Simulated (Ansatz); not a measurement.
## ZrN: zone-centre modes

Computed with DFT PBE, scalar-relativistic, plane waves, PAW (Ansatz 0.2.0). The runs took a 420 eV cutoff, a Γ-centred 18×18×14 mesh and Gaussian smearing (0.15 eV). No spin polarisation.

Zero of the scan (relaxed at this level):

```yaml
crystal:
  lattice:
    - [0.00000, -2.29733, -2.29733]
    - [0.00000, 2.29733, -2.29733]
    - [4.59465, 0.00000, 0.00000]
  atoms:
    - { symbol: Zr, position: [0.50000, 0.50000, 0.50000] }
    - { symbol: Zr, position: [0.00000, 0.00000, 0.00000] }
    - { symbol: N, position: [0.50000, 0.50000, 0.00000] }
    - { symbol: N, position: [0.00000, 0.00000, 0.50000] }
```

Harmonic modes by finite displacements of 0.02 Å, without the LO–TO term. The cell doubles the primitive one, so its zone centre also holds the primitive cell's point q = (0, 1/2, 1/2).

At this geometry, is the structure stable against these modes?

Yes: no mode is imaginary beyond 10 cm⁻¹, and only the three translations lie near zero.

List the wavenumbers in cm⁻¹.

0, 0, 0, 196, 196, 228, 449, 471, 471, 477, 477, 478.

Cost: 1 run of about 4.6 core-minutes, on Intel Xeon Processor @ 2.70GHz (shared hosts).